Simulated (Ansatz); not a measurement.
# ZrS: the cost of one run

Computed with Ansatz 0.2.0 (DFT PBEsol, scalar-relativistic, plane waves, PAW, unless a step's input says otherwise).

The COD entry's cell or inner coordinates are ideal or old and differ from later refinements, so a difference from it is no clean test against experiment.

17 further runs of the same task are left out: 17 set aside as unsound or not needed.

## Step 1: The system as given

It takes space group Fm-3m (No. 225, cubic). Conventional cell: a = 5.167 Å, b = 5.167 Å, c = 5.167 Å, α = 90.00°, β = 90.00°, γ = 90.00°. Around Zr (site symmetry m-3m) lie 6 S at 2.58 Å. S (site symmetry m-3m) is surrounded by 6 Zr at 2.58 Å.

As a file:

```cif
data_structure
_symmetry_space_group_name_H-M 'P 1'
_symmetry_Int_Tables_number 1
_cell_length_a 3.6534
_cell_length_b 3.6534
_cell_length_c 3.6534
_cell_angle_alpha 60.000
_cell_angle_beta 60.000
_cell_angle_gamma 60.000
_cell_volume 34.48
loop_
_atom_site_label
_atom_site_type_symbol
_atom_site_fract_x
_atom_site_fract_y
_atom_site_fract_z
_atom_site_occupancy
Zr1 Zr 0.00000 0.00000 0.00000 1
S1 S 0.50000 0.50000 0.50000 1
```

It is the result of an earlier relaxation at this level (volume 17.24 Å³/atom; gap on the mesh: none (metal)).

## Step 2: Plan of the line

The energy is mapped over volume and the cell's shape.

The axes are (1) volume per atom: 7 values from 14.48 to 20.00 Å³; (2) length along [111] over the lengths across it, relative to the cubic cell: 7 values from 0.834 to 1.200.

Nothing else is relaxed (symmetry fixes all fractional coordinates). Energies count from the relaxed crystal. Points are written as (first, second).

## Step 3: Grid point (14.48 Å³, 0.886)

Contents of input.yaml:

```yaml
crystal:
  lattice:
    - [-0.1934055522, 2.3447250543, 2.3447250543]
    - [2.3447250543, -0.1934055522, 2.3447250543]
    - [2.3447250543, 2.3447250543, -0.1934055522]
  atoms:
    - { symbol: Zr, position: [0.0, 0.0, 0.0] }
    - { symbol: S, position: [0.5, 0.5, 0.5] }
basis:
  ecutwfc: 420
kpoints:
  mp_grid: { grid: [16, 16, 16] }
hamiltonian:
  xc: pbesol
  pseudopotentials: { kind: paw, azcp: { folder: soft_1 } }
scf:
  occupations: { method: gaussian, width: 0.15 }
output:
  forces: true
  stress: true
  eigenvalues: true
```

On the command line:

```
$ ansatz run input.yaml --threads 1 --pin off --max-ram 2048MiB --backend cpu --events-out ev --progress --plain --runs-dir out
```

Q: Estimate wall time and peak memory on 1 thread of Arm Neoverse N1, shared host.

About 22 s, with a peak of 0.43 GiB.
